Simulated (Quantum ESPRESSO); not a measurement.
# As (Pm-3m) in Quantum ESPRESSO: notebook, part 3 of 3

Quantum ESPRESSO 7.5. The steps go on from the part before.

### Step 4. Phonons, vdW-DF-cx

Contents of pw.in:

```
&CONTROL
  calculation = 'scf'
  prefix = 'pwscf'
  outdir = './tmp'
  pseudo_dir = './pseudo'
  tprnfor = .true.
  tstress = .true.
  disk_io = 'low'
/
&SYSTEM
  ibrav = 0
  nat = 1
  ntyp = 1
  ecutwfc = 45
  ecutrho = 360
  nbnd = 7
  input_dft = 'vdw-df-cx'
  occupations = 'smearing'
  smearing = 'mv'
  degauss = 0.01469973
/
&ELECTRONS
  conv_thr = 2d-10
  electron_maxstep = 120
  mixing_beta = 0.5
/
ATOMIC_SPECIES
As    74.9216 as_pbe_v1.uspp.F.UPF
CELL_PARAMETERS angstrom
   2.7036817444    0.0000000000    0.0000000000
   0.0000000000    2.7036817444    0.0000000000
   0.0000000000    0.0000000000    2.7036817444
ATOMIC_POSITIONS crystal
As     0.5000000000    0.5000000000    0.5000000000
K_POINTS automatic
10 10 10 0 0 0
```

Contents of relax.in:

```
&CONTROL
  calculation = 'vc-relax'
  prefix = 'pwscf'
  outdir = './tmp'
  pseudo_dir = './pseudo'
  tprnfor = .true.
  tstress = .true.
  disk_io = 'low'
  nstep = 40
  forc_conv_thr = 0.0001
  etot_conv_thr = 1d-06
/
&SYSTEM
  ibrav = 0
  nat = 1
  ntyp = 1
  ecutwfc = 45
  ecutrho = 360
  nbnd = 7
  input_dft = 'vdw-df-cx'
  occupations = 'smearing'
  smearing = 'mv'
  degauss = 0.01469973
/
&ELECTRONS
  conv_thr = 2d-10
  electron_maxstep = 120
  mixing_beta = 0.5
/
&IONS
  ion_dynamics = 'bfgs'
/
&CELL
  cell_dynamics = 'bfgs'
  press = 0
  press_conv_thr = 0.2
/
ATOMIC_SPECIES
As    74.9216 as_pbe_v1.uspp.F.UPF
CELL_PARAMETERS angstrom
   2.7036817444    0.0000000000    0.0000000000
   0.0000000000    2.7036817444    0.0000000000
   0.0000000000    0.0000000000    2.7036817444
ATOMIC_POSITIONS crystal
As     0.5000000000    0.5000000000    0.5000000000
K_POINTS automatic
10 10 10 0 0 0
```

Contents of scf2.in:

```
&CONTROL
  calculation = 'scf'
  prefix = 'pwscf'
  outdir = './tmp'
  pseudo_dir = './pseudo'
  tprnfor = .true.
  tstress = .true.
  disk_io = 'low'
/
&SYSTEM
  ibrav = 0
  nat = 1
  ntyp = 1
  ecutwfc = 45
  ecutrho = 360
  nbnd = 7
  input_dft = 'vdw-df-cx'
  occupations = 'smearing'
  smearing = 'mv'
  degauss = 0.01469973
/
&ELECTRONS
  conv_thr = 1d-13
  electron_maxstep = 120
  mixing_beta = 0.5
  startingpot = 'file'
  startingwfc = 'file'
/
ATOMIC_SPECIES
As    74.9216 as_pbe_v1.uspp.F.UPF
CELL_PARAMETERS angstrom
   2.7055315131    0.0000000000    0.0000000000
   0.0000000000    2.7055315131    0.0000000000
   0.0000000000    0.0000000000    2.7055315131
ATOMIC_POSITIONS crystal
As     0.5000000000    0.5000000000    0.5000000000
K_POINTS automatic
10 10 10 0 0 0
```

Contents of ph.in:

```
phonons of As
&INPUTPH
  prefix = 'pwscf'
  outdir = './tmp'
  tr2_ph = 1d-18
  fildyn = 'dyn'
  niter_ph = 90
  alpha_mix(1) = 0.4
/
0.0000000000 0.5000000000 0.0000000000
```

Potentials or basis: GBRV 1.5 PBE.

Run with:

```
$ OMP_NUM_THREADS=1 pw.x -in pw.in > pw.out
$ OMP_NUM_THREADS=1 pw.x -in relax.in > relax.out
$ OMP_NUM_THREADS=1 pw.x -in scf2.in > scf2.out
$ OMP_NUM_THREADS=1 ph.x -in ph.in > ph.out
```

pw.out:

```text
This program is part of the open-source Quantum ESPRESSO suite
     for quantum simulation of materials; please cite
         "P. Giannozzi et al., J. Phys.:Condens. Matter 21 395502 (2009);
         "P. Giannozzi et al., J. Phys.:Condens. Matter 29 465901 (2017);
         "P. Giannozzi et al., J. Chem. Phys. 152 154105 (2020);
     in publications or presentations arising from this work. More details at

     IMPORTANT: XC functional enforced from input :
     Exchange-correlation= VDW-DF-CX
                           (   1   4  27   0   1   0   0)
     Any further DFT definition will be discarded
     Please, verify this is what you really want

     Message from routine setup:
     using ibrav=0 with symmetry is DISCOURAGED, use correct ibrav instead

     G-vector sticks info
     --------------------
     sticks:   dense  smooth     PW     G-vecs:    dense   smooth      PW
     Sum         749     373    121                15515     5449    1021

     Using Slab Decomposition

     bravais-lattice index     =            0
     lattice parameter (alat)  =       5.1092  a.u.
     unit-cell volume          =     133.3716 (a.u.)^3
     number of atoms/cell      =            1
     number of atomic types    =            1
     number of electrons       =         5.00
     number of Kohn-Sham states=            7
     kinetic-energy cutoff     =      45.0000  Ry
     charge density cutoff     =     360.0000  Ry
     scf convergence threshold =      2.0E-10
     mixing beta               =       0.5000
     number of iterations used =            8  plain     mixing
[... 137 lines left out ...]
     %                                                                      %
     %%%%%%%%%%%%%%%%%%%%%%%%%%%%%%%%%%%%%%%%%%%%%%%%%%%%%%%%%%%%%%%%%%%%%%%%

     Starting wfcs are    4 randomized atomic wfcs +    3 random wfcs

     Self-consistent Calculation

     iteration #  1     ecut=    45.00 Ry     beta= 0.50
     Davidson diagonalization with overlap
     ethr =  1.00E-02,  avg # of iterations =  6.1

     Threshold (ethr) on eigenvalues was too large:
     Diagonalizing with lowered threshold

     Davidson diagonalization with overlap
     ethr =  4.71E-05,  avg # of iterations =  4.9

     total energy              =     -39.99962970 Ry
     estimated scf accuracy    <       0.00235523 Ry
[... 43 lines left out ...]
     iteration #  8     ecut=    45.00 Ry     beta= 0.50
     Davidson diagonalization with overlap
     ethr =  6.77E-11,  avg # of iterations =  1.5

     End of self-consistent calculation

          k = 0.0000 0.0000 0.0000 (   691 PWs)   bands (ev):

    -6.8360  12.3490  12.3490  12.3490  16.8519  16.8519  18.7342

          k = 0.0000 0.0000 0.1000 (   695 PWs)   bands (ev):
[... 211 lines left out ...]
          k = 0.4000-0.5000-0.5000 (   676 PWs)   bands (ev):

     2.3889   6.0205   6.0205   7.5316  13.4943  14.9430  14.9430

          k =-0.5000-0.5000-0.5000 (   672 PWs)   bands (ev):

     3.1623   6.3686   6.3686   6.3686  14.1954  14.1954  14.1954

     the Fermi energy is     8.1180 ev

!    total energy              =     -39.99983511 Ry
     estimated scf accuracy    <          6.4E-11 Ry
     smearing contrib. (-TS)   =       0.00010328 Ry
     internal energy E=F+TS    =     -39.99993839 Ry

     The total energy is F=E-TS. E is the sum of the following terms:
     one-electron contribution =       4.66784671 Ry
     hartree contribution      =       0.50175540 Ry
     xc contribution           =     -31.28631284 Ry
     ewald contribution        =     -13.88322766 Ry

     convergence has been achieved in   8 iterations

     Forces acting on atoms (cartesian axes, Ry/au):

     atom    1 type  1   force =     0.00000000    0.00000000    0.00000000

     Total force =     0.000000     Total SCF correction =     0.000000

     Computing stress (Cartesian axis) and pressure

          total   stress  (Ry/bohr**3)                   (kbar)     P=        1.92
   0.00001303   0.00000000   0.00000000            1.92        0.00        0.00
   0.00000000   0.00001303   0.00000000            0.00        1.92        0.00
   0.00000000   0.00000000   0.00001303            0.00        0.00        1.92

=------------------------------------------------------------------------------=
   JOB DONE.
=------------------------------------------------------------------------------=
```

relax.out:

```text
This program is part of the open-source Quantum ESPRESSO suite
     for quantum simulation of materials; please cite
         "P. Giannozzi et al., J. Phys.:Condens. Matter 21 395502 (2009);
         "P. Giannozzi et al., J. Phys.:Condens. Matter 29 465901 (2017);
         "P. Giannozzi et al., J. Chem. Phys. 152 154105 (2020);
[... 1645 lines left out ...]
   0.00000000   0.00000052   0.00000000            0.00        0.08        0.00
   0.00000000   0.00000000   0.00000052            0.00        0.00        0.08

=------------------------------------------------------------------------------=
   JOB DONE.
=------------------------------------------------------------------------------=
```

scf2.out:

```text
This program is part of the open-source Quantum ESPRESSO suite
     for quantum simulation of materials; please cite
         "P. Giannozzi et al., J. Phys.:Condens. Matter 21 395502 (2009);
         "P. Giannozzi et al., J. Phys.:Condens. Matter 29 465901 (2017);
         "P. Giannozzi et al., J. Chem. Phys. 152 154105 (2020);
[... 433 lines left out ...]
   0.00000000   0.00000052   0.00000000            0.00        0.08        0.00
   0.00000000   0.00000000   0.00000052            0.00        0.00        0.08

=------------------------------------------------------------------------------=
   JOB DONE.
=------------------------------------------------------------------------------=
```

Run time: 4.7 min. Hardware: 1 thread of Arm Neoverse V2, shared host; peak memory 0.1 GiB.

Results:

* Free energy: -544.2255 eV
* Relaxed volume: 19.80 Å³/atom
* Relaxed cell: a = 2.706 Å, b = 2.706 Å, c = 2.706 Å, α = 90.00°, β = 90.00°, γ = 90.00°
* Space group after relaxing (to 0.05 Å): Pm-3m (No. 221)
* Pressure after relaxing: 0.0 GPa
* Band gap on the k mesh: none (metal or under the smearing width)
* Highest phonon frequency at the q point run: 96 cm⁻¹

Final structure:
```cif
data_structure
_symmetry_space_group_name_H-M 'P 1'
_symmetry_Int_Tables_number 1
_cell_length_a 2.7055
_cell_length_b 2.7055
_cell_length_c 2.7055
_cell_angle_alpha 90.000
_cell_angle_beta 90.000
_cell_angle_gamma 90.000
_cell_volume 19.80
loop_
_atom_site_label
_atom_site_type_symbol
_atom_site_fract_x
_atom_site_fract_y
_atom_site_fract_z
_atom_site_occupancy
As1 As 0.50000 0.50000 0.50000 1
```

Levels at points of the mesh, in eV from the Fermi level:
```
              k point  band 1  band 2  band 3  band 4  band 5  band 6  band 7
   (0.00, 0.00, 0.00)  -14.93    4.22    4.22    4.22    8.73    8.73   10.60
  (0.00, 0.00, -0.50)  -11.81   -6.85    6.50    6.50   11.51   14.39   14.94
 (0.00, -0.50, -0.50)   -8.56   -4.18   -4.18    2.62    8.63   16.90   17.97
(-0.50, -0.50, -0.50)   -4.97   -1.74   -1.74   -1.74    6.08    6.08    6.08
```

Phonon frequencies in cm⁻¹ (negative: imaginary):
| q point | frequencies |
| --- | --- |
| (0.000, 0.500, 0.000) | 70 70 96 |

Phonon modes at q = (0.000, 0.500, 0.000) in reciprocal lattice units:
```tsv
mode	symmetry	cm⁻¹
1	E_g	70
2	E_g	70
3	A_1g	96
```

Caveat: the mesh is thin for the phonons of a metal; the potentials were made for another functional, which shifts forces and pressure.

### Step 5. The runs side by side

| level | gap on the mesh (eV) | pressure (GPa) |
| --- | --- | --- |
| PW91 | none | 0.0 |
| WC | none | 0.0 |
| vdW-DF-cx | none | 0.0 |

Alike in all rows: task phonons; potentials or basis GBRV 1.5 PBE; no spin polarisation; cell relaxed; k mesh 10 × 10 × 10; cutoff (eV) 612; smearing cold 0.2 eV.

Caveats: the mesh is thin for the phonons of a metal; the potentials were made for another functional, which shifts forces and pressure.

Absolute energies hang on the potentials; compare differences alone.
